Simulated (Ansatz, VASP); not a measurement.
# LiH in two plane-wave programs, part 2 of 2

One calculation is typed for both programs; each brings its own data sets and cutoff. How far apart do they land? The cell is taken from a series of VASP runs on this material, whose earlier steps may have relaxed, scaled or displaced it; both programs get it as it stands.

VASP 6.6.1 and Ansatz 0.2.0.

So far: The structure; VASP: relaxation of cell and atoms, r2SCAN with rVV10.

### 3. Ansatz: relaxation of cell and atoms, r2SCAN with rVV10

Level of this step: Ansatz beside VASP: Kohn-Sham DFT, plane waves, r2SCAN with rVV10 (Ansatz).

Ansatz runs on its default PAW (the set named soft_2) files.

The same cell, functional, mesh and smearing now go to Ansatz, which takes its cutoff from its data sets.

The input, input.yaml:

```yaml
crystal:
  lattice:
    - [0.0, 1.9943189827, 1.9943189827]
    - [1.9943189827, 0.0, 1.9943189827]
    - [1.9943189827, 1.9943189827, 0.0]
  atoms:
    - { symbol: Li, position: [0.0, 0.0, 0.0] }
    - { symbol: H, position: [0.5, 0.5, 0.5] }
hamiltonian:
  xc: r2scan
  pseudopotentials: { kind: paw }
  dispersion: rvv10
kpoints:
  mp_grid: { grid: [10, 10, 10] }
scf:
  occupations: { method: gaussian, width: 0.03 }
relax:
  f_tol: 0.01
  max_steps: 60
  cell: { stress_tol: 0.05 }
output:
  forces: true
  stress: true
```

Started as:

```sh
> ansatz run input.yaml --threads 4 --pin off --max-ram 9216MiB --backend cpu --events-out ev --progress --plain --runs-dir out
```

Numbers of over 12 decimals in the logs are rounded to 6 here.

Output:

```text
Engine: ansatz 0.2.0, aarch64-unknown-linux-gnu
Pseudopotentials: kind: paw
Pseudopotential: Li, paw, valence charge 3, recommended cutoff 500 eV (meta_gga), Li.paw.azcp
Pseudopotential: H, paw, valence charge 1, recommended cutoff 500 eV (meta_gga), H.paw.azcp
Functional definition: r2SCAN+rVV10
  parameter k0 = 0.174
  parameter k1 = 0.065
  parameter a1 = 4.9479
  exchange = r2scan_x(k0 = k0, k1 = k1, a1 = a1)
  correlation = r2scan_c + rvv10(11.95, 0.0093)
Crystal: 2 atoms, lattice volume = 15.864 Å³
Basis set: ecut = 500 eV, 411 PW (Γ), exchange–correlation on 96×96×96 points (64 copies of the dense FFT grid, shifted against one another)
Bands: 6, of which v1, the nominal top of the filled ones, is band 2 counted from 1 (1 counted from 0)
Symmetry: 48 space group operations
Space group: Fm-3m (ITA 225), of the structure as read, at distance tolerance 2.5e-5 Å
k-points: 47 of 1000
Non-local potential: Li, projectors of the file, l = 0: 3, l = 1: 2, l = 2: 1
Non-local potential: H, projectors of the file, l = 0: 2, l = 1: 1
PAW form: soft (Blöchl's): semilocal exchange-correlation on the pseudo side does not see the compensation charge
rVV10 density: all electrons in the spheres
PAW one-centre angular grid: Li, 302 points (default); XC on 327 of its mesh's 2665 points in the sphere
PAW one-centre angular grid: H, 302 points (default); XC on 160 Gauss nodes
Initial density: superposition of atomic densities (neutral atoms: chi_scale 0, normalization atom), corrected by the library's trained network
Initial wavefunctions: pseudopotential atomic-orbital guess
Functional: x = r2scan, c = r2scan + rvv10(b = 11.95, C = 0.0093); τ floored in thin density (d = 2e-4 eV/Å³)
SCF iter   1: F=—  HF=-221.864911 eV  |F-HF|=—  |Δ(HF+E_count)|=         —  Δρ=3.07e-3  dr2=9.45e-4  dr2_τ=2.18e-3  ethr=1.77e-3  ⟨swp⟩=5.6  Hψ=2343  notcnv=0
preconditioner: auto → none  [insulator: Δε(μ)=3.289 eV  Ē_g=15.310 eV  σ=0.030 eV  W_gap=1.00  n_scr=0 (ndim 8)  ℏωp=13.2 eV  f_vac=0.000  D(μ)=0.00/eV (n_scr^D=0)  ε∞_Penn≈1.7]
SCF iter   2: F=—  HF=-221.903725 eV  |F-HF|=—  |Δ(HF+E_count)|=   3.88e-2  Δρ=2.78e-3  dr2=1.20e-3  dr2_τ=1.07e-5  ethr=2.36e-5  ⟨swp⟩=2.8  Hψ=1004  notcnv=0
SCF iter   3: F=—  HF=-221.904202 eV  |F-HF|=—  |Δ(HF+E_count)|=   4.78e-4  Δρ=5.60e-4  dr2=3.72e-5  dr2_τ=1.45e-6  ethr=2.36e-5  ⟨swp⟩=2.2  Hψ=517  notcnv=0
SCF iter   4: F=—  HF=-221.904247 eV  |F-HF|=—  |Δ(HF+E_count)|=   4.44e-5  Δρ=1.96e-4  dr2=5.44e-6  dr2_τ=1.18e-7  ethr=9.30e-7  ⟨swp⟩=2.0  Hψ=329  notcnv=0
iter 5 did not close the SCF: its close was put off for the readings that it lacked (scf_convergence_deferred on its scf_iter line)
SCF iter   5: F=-221.904249 eV  HF=-221.904249 eV  |F-HF|=7.01e-8  |Δ(HF+E_count)|=   2.42e-6  Δρ=2.84e-5  dr2=5.57e-8  dr2_τ=6.97e-9  ethr=1.36e-7  ⟨swp⟩=2.0  Hψ=329  notcnv=0
SCF iter   6: F=-221.904249 eV  HF=-221.904249 eV  |F-HF|=3.65e-9  |Δ(HF+E_count)|=   7.41e-8  Δρ=1.38e-5  dr2=2.46e-8  dr2_τ=5.69e-10  ethr=1.39e-9  ⟨swp⟩=1.9  Hψ=806  notcnv=0
SCF 1 converged in 6 iterations: F = -221.904249 eV  dr2 = 2.46e-8
  greatest PAW one-centre occupation: 0.999 electrons in one spin orbital (limit 2), on the Li atom at site 0 (counted from 0), in its partial waves of l = 0
relax step   1: F+E_penalty+E_count = -221.90424933 eV  Δ(F+E_penalty+E_count) = +0.000e0 eV  max|allowed force component| = 4.828e-31 eV/Å  Δτ_max = 0.0000 Å  P = +0.261 GPa  Ω = 15.864 Å³  (6 SCF iters, dr2 threshold 1.00e-7 eV, accepted)
[...]
relax step   2: F+E_penalty+E_count = -221.90431269 eV  Δ(F+E_penalty+E_count) = -6.335e-5 eV  max|allowed force component| = 1.183e-30 eV/Å  Δτ_max = 0.0000 Å  P = +0.078 GPa  Ω = 15.942 Å³  energy of the carried Pulay correction = -1.912e-5 eV  (3 SCF iters, dr2 threshold 1.71e-7 eV, accepted)
[...]
relax step   3: F+E_penalty+E_count = -221.90431275 eV  Δ(F+E_penalty+E_count) = -6.570e-8 eV  max|allowed force component| = 2.202e-30 eV/Å  Δτ_max = 0.0000 Å  P = +0.001 GPa  Ω = 15.976 Å³  energy of the carried Pulay correction = -2.731e-5 eV  (3 SCF iters, dr2 threshold 1.53e-8 eV, accepted)
[...]
relax step   4: F+E_penalty+E_count = -221.90434293 eV  Δ(F+E_penalty+E_count) = -3.017e-5 eV  max|allowed force component| = 1.101e-30 eV/Å  Δτ_max = 0.0000 Å  P = +0.002 GPa  Ω = 15.976 Å³  stress off target by 2.15e-3 GPa  SCF on the basis re-selected at this cell (its energy is not comparable with the rows above)  (4 SCF iters)
basis re-selected at this cell: Δ(F+E_penalty+E_count) = -3.017e-5 eV, ΔP = +0.001 GPa vs the last step (what re-selecting the basis moved, of the pressure what is left beyond the Pulay correction that the steps carried, after the strain that the cell walked since its last selection, with what the two solves' SCF thresholds leave and, on support functions, any second-order correction that the steps lacked; it is no m [...]
SCF converged after 4 iterations
Free energy (F): -221.904343 eV
Harris-Foulkes:  -221.904343 eV  (|F-HF|=8.27e-11)
Internal energy: -221.904343 eV  (E = F + TS)
E sigma→0 (E₀):  -221.904343 eV
Fermi energy:    2.285855 eV
--- Per-component energies (eV) ---
  E_band       = -93.720056
  E_kinetic    = 36.297487
  E_local      = -124.566283  (includes V_loc(G=0)·N_el)
  E_nonlocal   = -31.766528
  E_hartree    = 34.850345
  E_xc         = -20.007439
  E_vxc        = -28.121990  (∫ρ·V_xc dr)
  E_paw        = -22.369102  (= ΣΔE_a)
  E_vpaw       = -16.653936  (= ΣTr[D̂ρ^β])
  E_aug_tail   = -0.000368  (compensation charges beyond the density's cutoff)
  E_vtau       = 1.390873  (kinetic-family band-sum trace: ∫τ·v_τ [+ j·A + Jᵃ·Aᵃ] dr)
  E_ewald      = -94.342456
  E_smearing   = -0.000000  (= −TS)
  E_closure    = -0.000000  (closes the sum)
  Σ components = -221.904343   (vs F -221.904343, Δ=0.00e0)
--- Forces (eV/Å), atoms counted from 1 ---
  atom   1  Li    -0.00000000    -0.00000000     0.00000000
  atom   2  H      0.00000000    -0.00000000     0.00000000
  max |Σ_I F_I| component: 2.01e-30 eV/Å
--- Stress (GPa, compression-positive) ---
        0.002147       0.000000       0.000000
        0.000000       0.002147       0.000000
        0.000000       0.000000       0.002147
  P = ⅓ Tr σ = 0.0021 GPa (0.021 kbar)
--- Relaxed structure (3 steps of the walk, 3 accepted, 1 SCFs on fresh bases) ---
  F+E_penalty+E_count = -221.90434293 eV   max|allowed force component| = 1.101e-30 eV/Å   (the final SCF, on the basis selected at the relaxed cell)
  cell:  # Å, volume = 15.9755 Å³
    - [0, 1.998979, 1.998979]
    - [1.998979, 0, 1.998979]
    - [1.998979, 1.998979, 0]
  atoms:
    - { symbol: Li, position: [0, 0, 0] }
    - { symbol: H, position: [0.500000, 0.500000, 0.500000] }
```

Elapsed: 1.5 s, on 4 threads of Arm Neoverse V2, shared host; peak memory 0.28 GiB; 4.9 s of CPU time.

### 4. Side by side

Known differences besides the potentials themselves: VASP keeps PBE cores, Ansatz makes them for the functional; both relaxations stop at a tolerance, which leaves soft axes loose, and VASP keeps its plane-wave basis; the cutoff is 500 eV in Ansatz and 650 eV in VASP; Ansatz adds a Pulay correction to the stress that steers its cell, VASP none. Total energies have different zeros and are not compared.

The two programs side by side:

| quantity | Ansatz | VASP | difference |
| --- | --- | --- | --- |
| volume (Å³) | 15.98 | 15.85 | +0.79 % |
| edge a after relaxation, in the typed setting (Å) | 2.827 | 2.820 | +0.26 % |

The walks stopped with 0.00 GPa left in Ansatz and -0.09 GPa in VASP; each walk ends within a tolerance, so the volume difference is uncertain by about these residues over the bulk modulus, most in soft cells.

### 5. Summary of results

| Quantity | Value |
| --- | --- |
| difference in volume (relaxation of cell and atoms, r2SCAN with rVV10) | 0.79 % |

**Reading.** The difference in volume is 0.79 % (relaxation of cell and atoms, r2SCAN with rVV10), within the 1.2 % picked in this series as the mark of a large difference, as far as the stopping tolerances let one tell. How closely two codes agree says nothing of how well the functional describes the real material.

[Lines on the potential files, build, host, timing and source positions are cut from VASP's logs without a mark.]

[Logs are printed without paths, hosts, clocks, repeated set-up lines and the standing remarks that a program may print on its own settings, such as how far it seeks lower states.]

[Hosts, paths, dates, database ids (printed as entryN), source tags and the programs' standing remarks are cut or masked in the printed files.]
